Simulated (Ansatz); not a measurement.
# TiO2 (Rutile) (100): surface energy and levels, part 2 of 2

The task, for TiO2 (Rutile): find the bulk's equilibrium cell, then compute energy, relaxation and work function or band edges of the (100) face.

Ansatz 0.2.0; DFT r2SCAN, scalar-relativistic, plane waves, PAW. Earlier steps stand in the parts before.

## (7) Relaxing the (100) slab

input.yaml reads:

```yaml
crystal:
  lattice:
    - [2.9535430805, 0.0, 0.0]
    - [0.0, 4.5969450471, 0.0]
    - [0.0, 0.0, 25.9900870575]
  atoms:
    - { symbol: O, position: [0.5, 0.1953685486, 0.2885715613] }
    - { symbol: Ti, position: [0.0, 0.0, 0.3231269854] }
    - { symbol: O, position: [0.5, 0.8046314514, 0.3576824096] }
    - { symbol: O, position: [0.0, 0.3046314514, 0.3770080686] }
    - { symbol: Ti, position: [0.5, 0.5, 0.4115634927] }
    - { symbol: O, position: [0.0, 0.6953685486, 0.4461189168] }
    - { symbol: O, position: [0.5, 0.1953685486, 0.4654445759] }
    - { symbol: Ti, position: [0.0, 0.0, 0.5] }
    - { symbol: O, position: [0.5, 0.8046314514, 0.5345554241] }
    - { symbol: O, position: [0.0, 0.3046314514, 0.5538810832] }
    - { symbol: Ti, position: [0.5, 0.5, 0.5884365073] }
    - { symbol: O, position: [0.0, 0.6953685486, 0.6229919314] }
    - { symbol: O, position: [0.5, 0.1953685486, 0.6423175904] }
    - { symbol: Ti, position: [0.0, 0.0, 0.6768730146] }
    - { symbol: O, position: [0.5, 0.8046314514, 0.7114284387] }
basis:
  ecutwfc: 500
kpoints:
  mp_grid: { grid: [9, 6, 1] }
hamiltonian:
  xc: r2scan
scf:
  occupations: { method: gaussian, width: 0.05 }
output:
  forces: true
  eigenvalues: true
relax:
  adjacent_minimum: "off"
  f_tol: 0.02
  max_steps: 60
efield:
  axis: 3
  dipole_correction: true
```

On the command line:

```console
$ ansatz run input.yaml --threads 2 --pin off --max-ram 5120MiB --backend cpu --events-out ev --progress --plain --runs-dir out
```

Standard output:

```text
Warning: RAYON_NUM_THREADS=2 ignored (pool sized by the plan → 2); use --threads N
Engine: ansatz 0.2.0, aarch64-unknown-linux-gnu
Pseudopotentials: kind: paw
Pseudopotential: O, paw, valence charge 6, recommended cutoff 500 eV (meta_gga), O.paw.azcp
Pseudopotential: Ti, paw, valence charge 12, recommended cutoff 500 eV (meta_gga), Ti.paw.azcp
Functional definition: r2SCAN
  parameter k0 = 0.174
  parameter k1 = 0.065
  parameter a1 = 4.9479
  exchange = r2scan_x(k0 = k0, k1 = k1, a1 = a1)
  correlation = r2scan_c
Crystal: 15 atoms, lattice volume = 352.875 Å³
Basis set: ecut = 500 eV, 8985 PW (Γ), exchange–correlation on 96×144×768 points (64 copies of the dense FFT grid, shifted against one another)
Bands: 75, of which v1, the nominal top of the filled ones, is band 60 counted from 1 (59 counted from 0)
Symmetry: 2 space group operations
k-points: 20 of 54 (time reversal used)
Non-local potential: O, projectors of the file, l = 0: 2, l = 1: 2, l = 2: 1
Non-local potential: Ti, projectors of the file, l = 0: 3, l = 1: 2, l = 2: 3, l = 3: 1
PAW form: soft (Blöchl's): semilocal exchange-correlation on the pseudo side does not see the compensation charge
PAW frozen core: O, regenerated for the run's functional (the file was generated under x = pbe(κ = 0.804, μ = 0.2195149727645171), c = pbe(β = 0.06672455060314922))
PAW frozen core: Ti, regenerated for the run's functional (the file was generated under x = pbe(κ = 0.804, μ = 0.2195149727645171), c = pbe(β = 0.06672455060314922))
PAW one-centre angular grid: O, 302 points (default); XC on 160 Gauss nodes
PAW one-centre angular grid: Ti, 590 points (default); XC on 160 Gauss nodes
Initial density: superposition of atomic densities (neutral atoms: chi_scale 0, normalization atom), corrected by the library's trained network
Initial wavefunctions: pseudopotential atomic-orbital guess
Functional: x = r2scan, c = r2scan; τ floored in thin density (d = 2e-4 eV/Å³)
SCF iter   1: F=—  HF=-18228.449609 eV  |F-HF|=—  |Δ(HF+E_count)|=         —  Δρ=2.03e-2  dr2=1.81e0  dr2_τ=9.50e-1  ethr=1.77e-3  p=0.000 e·Å  D=8.56e-14 V/Å  ΔV_dip=-0.00 eV  dr2_dipole=3.88e-11  V_vac-E_F(+/−)=6.34/6.34 eV  ⟨swp⟩=6.5  Hψ=6382  notcnv=0
efield: sawtooth ramp at fractional position 0.9500 (placed from the atoms, in the widest stretch of the axis that holds none; the zero of the levels goes with the place), width 0.1000; the density the first Hamiltonian is built on has a dipole p = 0.000 e·Å; the dipole correction subtracts the counter field D = 8.56e-14 V/Å, which shifts the + side's vacuum level by -0.00 eV against the − side's; the planar-averaged density in the ramp window peaks in size at 8.6e-6 e/Å³
preconditioner: auto → Resta (q_TF=auto, 2.279 Å⁻¹)  ε∞=3.9  [insulator: Δε(μ)=2.938 eV  Ē_g=10.338 eV  σ=0.050 eV  W_gap=1.00  n_scr=62 (ndim 8)  ℏωp=17.7 eV  f_vac=0.523  D(μ)=0.00/eV (n_scr^D=0)  ε∞_Penn≈3.9  vacuum switching on, ρ_ref=7.8e-3 e/Å³]
SCF iter   2: F=—  HF=-18228.564370 eV  |F-HF|=—  |Δ(HF+E_count)|=   1.15e-1  Δρ=1.73e-2  dr2=9.42e-1  dr2_τ=1.77e-1  ethr=1.51e-3  p=-0.000 e·Å  D=-8.55e-7 V/Å  ΔV_dip=0.00 eV  dr2_dipole=9.64e-10  V_vac-E_F(+/−)=6.67/6.67 eV  ⟨swp⟩=3.1  Hψ=3016  notcnv=0  defer=172
SCF iter   3: F=—  HF=-18228.434623 eV  |F-HF|=—  |Δ(HF+E_count)|=   1.30e-1  Δρ=3.61e-3  dr2=4.48e-2  dr2_τ=3.87e-3  ethr=7.85e-4  p=0.000 e·Å  D=1.50e-6 V/Å  ΔV_dip=-0.00 eV  dr2_dipole=5.31e-13  V_vac-E_F(+/−)=6.59/6.59 eV  ⟨swp⟩=2.2  Hψ=2100  notcnv=0  defer=172
SCF iter   4: F=—  HF=-18228.431417 eV  |F-HF|=—  |Δ(HF+E_count)|=   3.21e-3  Δρ=1.91e-3  dr2=8.67e-3  dr2_τ=1.45e-3  ethr=3.73e-5  p=0.000 e·Å  D=1.18e-6 V/Å  ΔV_dip=-0.00 eV  dr2_dipole=2.50e-11  V_vac-E_F(+/−)=6.67/6.67 eV  ⟨swp⟩=2.2  Hψ=2500  notcnv=0  defer=175
SCF iter   5: F=—  HF=-18228.432712 eV  |F-HF|=—  |Δ(HF+E_count)|=   1.30e-3  Δρ=7.26e-4  dr2=1.64e-3  dr2_τ=1.82e-4  ethr=7.22e-6  p=-0.000 e·Å  D=-1.38e-7 V/Å  ΔV_dip=0.00 eV  dr2_dipole=1.53e-12  V_vac-E_F(+/−)=6.69/6.69 eV  ⟨swp⟩=2.0  Hψ=1963  notcnv=0  defer=175
SCF iter   6: F=—  HF=-18228.432817 eV  |F-HF|=—  |Δ(HF+E_count)|=   1.06e-4  Δρ=2.75e-4  dr2=3.33e-4  dr2_τ=2.03e-5  ethr=1.37e-6  p=0.000 e·Å  D=1.69e-7 V/Å  ΔV_dip=-0.00 eV  dr2_dipole=6.11e-13  V_vac-E_F(+/−)=6.67/6.67 eV  ⟨swp⟩=3.1  Hψ=2958  notcnv=0  defer=175
SCF iter   7: F=—  HF=-18228.432806 eV  |F-HF|=—  |Δ(HF+E_count)|=   1.13e-5  Δρ=1.16e-4  dr2=6.11e-5  dr2_τ=2.82e-6  ethr=2.77e-7  p=0.000 e·Å  D=6.44e-8 V/Å  ΔV_dip=-0.00 eV  dr2_dipole=2.04e-13  V_vac-E_F(+/−)=6.66/6.66 eV  ⟨swp⟩=2.0  Hψ=1919  notcnv=0  defer=175
SCF iter   8: F=-18228.432804 eV  HF=-18228.432802 eV  |F-HF|=1.60e-6  |Δ(HF+E_count)|=   4.06e-6  Δρ=2.52e-5  dr2=2.56e-6  dr2_τ=2.38e-7  ethr=8.33e-9  p=-0.000 e·Å  D=-5.66e-8 V/Å  ΔV_dip=0.00 eV  dr2_dipole=1.63e-13  V_vac-E_F(+/−)=6.66/6.66 eV  ⟨swp⟩=10.8  Hψ=7654  notcnv=0
SCF 1 converged in 8 iterations: F = -18228.432804 eV  dr2 = 2.56e-6
relax step   1: F+E_penalty+E_count = -18228.43280369 eV  Δ(F+E_penalty+E_count) = +0.000e0 eV  max|allowed force component| = 4.023e0 eV/Å  Δτ_max = 0.0000 Å  (8 SCF iters, dr2 threshold 1.00e-5 eV, accepted)
[... from here on, the SCF cycles and remarks between the steps are left out ...]
relax step   2: F+E_penalty+E_count = -18229.30837836 eV  Δ(F+E_penalty+E_count) = -8.756e-1 eV  max|allowed force component| = 2.319e0 eV/Å  Δτ_max = 0.1815 Å  (7 SCF iters, dr2 threshold 1.00e-4 eV, accepted)
relax step   3: F+E_penalty+E_count = -18229.75296936 eV  Δ(F+E_penalty+E_count) = -4.446e-1 eV  max|allowed force component| = 9.031e-1 eV/Å  Δτ_max = 0.1460 Å  (7 SCF iters, dr2 threshold 1.00e-4 eV, accepted)
relax step   4: F+E_penalty+E_count = -18229.81067098 eV  Δ(F+E_penalty+E_count) = -5.770e-2 eV  max|allowed force component| = 3.082e-1 eV/Å  Δτ_max = 0.0417 Å  (6 SCF iters, dr2 threshold 1.00e-4 eV, accepted)
relax step   5: F+E_penalty+E_count = -18229.80406305 eV  Δ(F+E_penalty+E_count) = +6.608e-3 eV  max|allowed force component| = 3.267e-1 eV/Å  Δτ_max = 0.0555 Å  (7 SCF iters, dr2 threshold 1.11e-5 eV, rejected (line search))
relax step   6: F+E_penalty+E_count = -18229.82584740 eV  Δ(F+E_penalty+E_count) = -1.518e-2 eV  max|allowed force component| = 1.258e-1 eV/Å  Δτ_max = 0.0250 Å  (10 SCF iters, accepted)
relax step   7: F+E_penalty+E_count = -18229.82621214 eV  Δ(F+E_penalty+E_count) = -3.647e-4 eV  max|allowed force component| = 9.188e-2 eV/Å  Δτ_max = 0.0075 Å  (6 SCF iters, dr2 threshold 1.84e-6 eV, accepted)
relax step   8: F+E_penalty+E_count = -18229.82657568 eV  Δ(F+E_penalty+E_count) = -3.635e-4 eV  max|allowed force component| = 1.522e-2 eV/Å  Δτ_max = 0.0034 Å  (5 SCF iters, dr2 threshold 1.41e-6 eV, accepted)
relax step   9: F+E_penalty+E_count = -18229.82657600 eV  Δ(F+E_penalty+E_count) = -3.158e-7 eV  max|allowed force component| = 1.509e-2 eV/Å  Δτ_max = 0.0000 Å  (4 SCF iters, accepted)
iter 1 solved again at ethr=1.10e-11 eV; its pass at ethr=3.10e-3 eV (dr2=1.32e-8 eV) is discarded
SCF iter   1: F=—  HF=-18229.826576 eV  |F-HF|=—  |Δ(HF+E_count)|=         —  Δρ=1.84e-6  dr2=1.31e-8  dr2_τ=1.71e-9  ethr=1.10e-11  p=-0.000 e·Å  D=-3.79e-7 V/Å  ΔV_dip=0.00 eV  dr2_dipole=2.52e-16  V_vac-E_F(+/−)=6.71/6.71 eV  ⟨swp⟩=1.0  Hψ=4240  notcnv=0
efield: sawtooth ramp at fractional position 0.9500 (kept from the solve that this one continues, or follows in the run), width 0.1000; the density the first Hamiltonian is built on has a dipole p = -0.000 e·Å; the dipole correction subtracts the counter field D = -3.79e-7 V/Å, which shifts the + side's vacuum level by +0.00 eV against the − side's; the planar-averaged density in the ramp window peaks in size at 1.0e-6 e/Å³
SCF iter   2: F=-18229.826576 eV  HF=-18229.826576 eV  |F-HF|=1.39e-9  |Δ(HF+E_count)|=   1.84e-9  Δρ=1.11e-6  dr2=5.83e-9  dr2_τ=7.30e-10  ethr=1.09e-11  p=-0.000 e·Å  D=-3.81e-7 V/Å  ΔV_dip=0.00 eV  dr2_dipole=4.26e-16  V_vac-E_F(+/−)=6.71/6.71 eV  ⟨swp⟩=4.0  Hψ=4068  notcnv=0
SCF 10 converged in 2 iterations: F = -18229.826576 eV  dr2 = 5.83e-9
SCF converged after 2 iterations
Free energy (F): -18229.826576 eV
Harris-Foulkes:  -18229.826576 eV  (|F-HF|=1.39e-9)
Internal energy: -18229.826576 eV  (E = F + TS)
E sigma→0 (E₀):  -18229.826576 eV
Fermi energy:    0.657562 eV
Dipole field:    D = -0.000000 V/Å  (p = -0.000001 e·Å, saw-weighted, corrected)
Work function:   Φ+ = 6.7138 eV   Φ− = 6.7137 eV
Levels:          The Fermi level and band energies are counted from a zero that moves with the ramp; work functions are not
--- Per-component energies (eV) ---
  E_band       = -2186.311214
  E_kinetic    = 3126.805954
  E_local      = -136387.810819  (includes V_loc(G=0)·N_el)
  E_nonlocal   = 482.441172
  E_hartree    = 66728.039634
  E_xc         = -1205.070625
  E_vxc        = -1731.913345  (∫ρ·V_xc dr)
  E_paw        = -6869.930315  (= ΣΔE_a)
  E_vpaw       = -1247.440069  (= ΣTr[D̂ρ^β])
  E_aug_tail   = 0.010742  (compensation charges beyond the density's cutoff)
  E_vtau       = 115.504274  (kinetic-family band-sum trace: ∫τ·v_τ [+ j·A + Jᵃ·Aᵃ] dr)
  E_efield     = 0.000000  (sawtooth field / dipole correction)
  E_vefield    = -0.000000  (∫n·V_field dr)
  E_ewald      = 55897.274376
  E_core_change = -1.586695  (= ΣΔE_core)
  E_smearing   = -0.000000  (= −TS)
  E_closure    = -0.000000  (closes the sum)
  Σ components = -18229.826576   (vs F -18229.826576, Δ=0.00e0)
--- Forces (eV/Å), atoms counted from 1 ---
  atom   1  O      0.00000000     0.00366068     0.00040488
  atom   2  Ti     0.00000000     0.00467757    -0.00988244
  atom   3  O      0.00000000    -0.00648955     0.01509408
  atom   4  O      0.00000000     0.00270214     0.00427554
  atom   5  Ti     0.00000000    -0.00428698    -0.01207991
  atom   6  O      0.00000000     0.00221623     0.00191158
  atom   7  O      0.00000000     0.00396687    -0.00169663
  atom   8  Ti     0.00000000     0.00000086     0.00000644
  atom   9  O      0.00000000    -0.00396250     0.00168905
  atom  10  O      0.00000000    -0.00222054    -0.00191747
  atom  11  Ti     0.00000000     0.00428671     0.01209270
  atom  12  O      0.00000000    -0.00270511    -0.00428134
  atom  13  O      0.00000000     0.00649282    -0.01510033
  atom  14  Ti     0.00000000    -0.00467836     0.00989015
  atom  15  O      0.00000000    -0.00366083    -0.00040637
  max |Σ_I F_I| component: 8.90e-8 eV/Å
--- Band table (eV; the first three rows and the last of 20) ---
  k-point 0: bands = ["-59.5307", "-59.5291", "-59.5082", "-59.0136", "-59.0136", "-34.7974", "-34.7674", "-34.7388", "-34.6681", "-34.6476", "-34.6336", "-34.5869", "-34.5853", "-34.5005", "-34.3581", "-34.3578", "-34.2109", "-34.2109", "-33.9868", "-33.9868", "-19.5490", "-19.2448", "-18.6467", "-18.4222", "-18.4002", "-18.0882", "-18.0401", "-17.7052", "-17.3204", "-17.2965", "-6.0941", "-5.6857", "-5.6782", "-5.1990", "-4.9140", "-4.7279", "-4.5165", "-4.4570", "-4.4278", "-4.2422", "-3.8503", "-3.8463", "-3.5667", "-3.3456", "-3.3066", "-3.2609", "-2.5838", "-2.4877", "-2.4306", "-2.2817", "-1.9833", "-1.9730", "-1.8597", "-1.8078", "-1.6276", "-1.3994", "-1.2416", "-1.0618", "-0.8186", "-0.5797", "1.8948", "2.2795", "2.4446", "2.5690", "2.5862", "2.6662", "2.7978", "2.9566", "3.4755", "3.6598", "3.7014", "3.7056", "3.8149", "4.2897", "4.4935"]
[... 3 lines left out ...]
--- Relaxed structure (9 steps of the walk, 8 accepted, 0 SCFs on fresh bases) ---
  F+E_penalty+E_count = -18229.82657600 eV   max|allowed force component| = 1.509e-2 eV/Å
  atoms:
    - { symbol: O, position: [0.5, 0.12907850142835253, 0.2868418220541698] }
    - { symbol: Ti, position: [0.0, 0.021348837194764193, 0.3243934894741387] }
    - { symbol: O, position: [0.5, 0.7621110299021977, 0.35472278672178537] }
    - { symbol: O, position: [0.0, 0.28455993287520687, 0.3774962686648035] }
    - { symbol: Ti, position: [0.5, 0.5095511523549726, 0.4107152021942124] }
    - { symbol: O, position: [0.0, 0.6941469669740242, 0.44479879132547073] }
    - { symbol: O, position: [0.5, 0.1947961406522175, 0.46592926739896734] }
    - { symbol: Ti, position: [0.0, -2.783811934828067e-8, 0.499999997047826] }
    - { symbol: O, position: [0.5, 0.8052038123644295, 0.5340707432091796] }
    - { symbol: O, position: [0.0, 0.3058530172478001, 0.555201211045302] }
    - { symbol: Ti, position: [0.5, 0.49044883292329217, 0.5892847888729666] }
    - { symbol: O, position: [0.0, 0.7154400530393883, 0.622503736570777] }
    - { symbol: O, position: [0.5, 0.2378889918082229, 0.6452772174581203] }
    - { symbol: Ti, position: [0.0, -0.021348802186488505, 0.6756065019218815] }
    - { symbol: O, position: [0.5, 0.8709215612597394, 0.7131581760403991] }
```

Run time: 8.3 min. Hardware: 2 threads of Arm Neoverse V2, shared host; peak memory 1.4 GiB.

Step by step:

```
step  E - E(step 1) (eV/cell)  largest force component (eV/Å)
   1                   0.0000                          4.0226
   2                  -0.8756                          2.3186
   3                  -1.3202                          0.9031
   4                  -1.3779                          0.3082
   5                  -1.3713                          0.3267
   6                  -1.3930                          0.1258
   7                  -1.3934                          0.0919
   8                  -1.3938                          0.0152
   9                  -1.3938                          0.0151
```

Step 1 is the start. Step 5 was tried and not accepted.

Read from this run: gap on the mesh 2.47 eV; ionisation potential 7.95 eV; electron affinity 5.48 eV.

Plane-averaged electrostatic potential energy of an electron across the slab, counted from the valence-band top:

(z (Å), V (eV)): (1.62, 7.95), (2.17, 7.95), (2.44, 7.95), (2.98, 7.95), (3.52, 7.95), (4.06, 7.95), (4.33, 7.95), (4.87, 7.95), (5.41, 7.94), (5.69, 7.93), (6.23, 7.78), (6.77, 6.60), (7.31, 0.91), (7.58, -1.20), (8.12, -2.86), (8.66, -4.15), (8.93, -4.47), (9.48, -3.61), (10.02, -3.67), (10.56, -3.75), (10.83, -3.65), (11.37, -3.37), (11.91, -3.56), (12.18, -3.22), (12.72, -3.56), (13.27, -3.56), (13.81, -3.22), (14.08, -3.56), (14.62, -3.37), (15.16, -3.65), (15.43, -3.75), (15.97, -3.67), (16.51, -3.61), (17.06, -4.47), (17.33, -4.15), (17.87, -2.86), (18.41, -1.20), (18.68, 0.91), (19.22, 6.60), (19.76, 7.78), (20.30, 7.93), (20.58, 7.94), (21.12, 7.95), (21.66, 7.95), (21.93, 7.95), (22.47, 7.95), (23.01, 7.95), (23.55, 7.95), (23.82, 7.95), (24.37, 7.95)

## (8) Surface energy and levels of (100)

γ = (E_slab − N E_bulk) / (2A); here N = 15 and A = 13.58 Å².

|  | as cut | relaxed |
| --- | --- | --- |
| surface energy, mean of both faces | 1.78 J/m² | 0.95 J/m² |
| gap of the slab on the mesh | 2.45 eV | 2.47 eV |
| bulk valence top under the vacuum level | 7.73 eV | 7.70 eV |
| bulk conduction bottom under the vacuum level | 5.51 eV | 5.48 eV |
| dipole along +c (e·Å/cell) | 0.000 | 0.000 |

The bulk's band edges are placed through the mean potential in the slab's middle.

Spacings of the planes, from the bottom up:

```
plane  atoms  spacing to the next, as cut (Å)  relaxed (Å)  change (%)  rumpling (Å)
    1      O                            0.898        0.976        +8.7         0.000
    2     Ti                            0.898        0.788       -12.2         0.000
    3      O                            0.502        0.592       +17.8         0.000
    4      O                            0.898        0.863        -3.9         0.000
    5     Ti                            0.898        0.886        -1.4         0.000
    6      O                            0.502        0.549        +9.3         0.000
    7      O                            0.898        0.886        -1.4         0.000
    8     Ti                            0.898        0.886        -1.4         0.000
    9      O                            0.502        0.549        +9.3         0.000
   10      O                            0.898        0.886        -1.4         0.000
   11     Ti                            0.898        0.863        -3.9         0.000
   12      O                            0.502        0.592       +17.8         0.000
   13      O                            0.898        0.788       -12.2         0.000
   14     Ti                            0.898        0.976        +8.7         0.000
   15      O                                                                   0.000
```

## (9) What came out

This closing draws on all 2 parts.

| quantity | value |
| --- | --- |
| bulk: relaxed cell | a = 4.597 Å, b = 4.597 Å, c = 2.954 Å, α = 90.00°, β = 90.00°, γ = 90.00° |
| bulk: space group (0.01 Å) | P4_2/mnm (No. 136) |
| bulk: volume | 10.40 Å³/atom |
| bulk: formation energy (elements from runs with the same settings, not shown) | -3.32 eV/atom |
| surface energy, (100), cut with O on top | 0.95 J/m² |
| bulk valence top under the vacuum level, (100), cut with O on top | 7.70 eV |

**Reading.** Relaxation left the bulk's volume within 0.5 % of the start. Measured lattice constant a of TiO2: 4.592 Å (300 K; powder; quoted in “Phonon quarticity induced by changes in phonon-tracked hybridization during lattice expansion and its stabilization of rutile TiO2”, 2015, arxiv:1502.04667). This calculation gives 4.597 Å (+0.1 %). 3 values of this kind are on record in papers (4.592 to 4.594 Å); this one was drawn at random among those near their median. A measured lattice constant c of TiO2 is 2.958 Å (300 K; powder; quoted in “Phonon quarticity induced by changes in phonon-tracked hybridization during lattice expansion and its stabilization of rutile TiO2”, 2015, arxiv:1502.04667); the calculated 2.954 Å misses it by -0.2 %. 2 values of this kind are on record in papers (2.958 to 2.959 Å); this one was drawn at random among those near their median. That is the cell relaxed with r2SCAN, without thermal expansion or zero-point motion. On (100) the top spacing expands by 8.7 %, and relaxation gains 0.822 J/m² a face. Another spacing, gap 3 from the bottom, changes more, by +17.8 %.
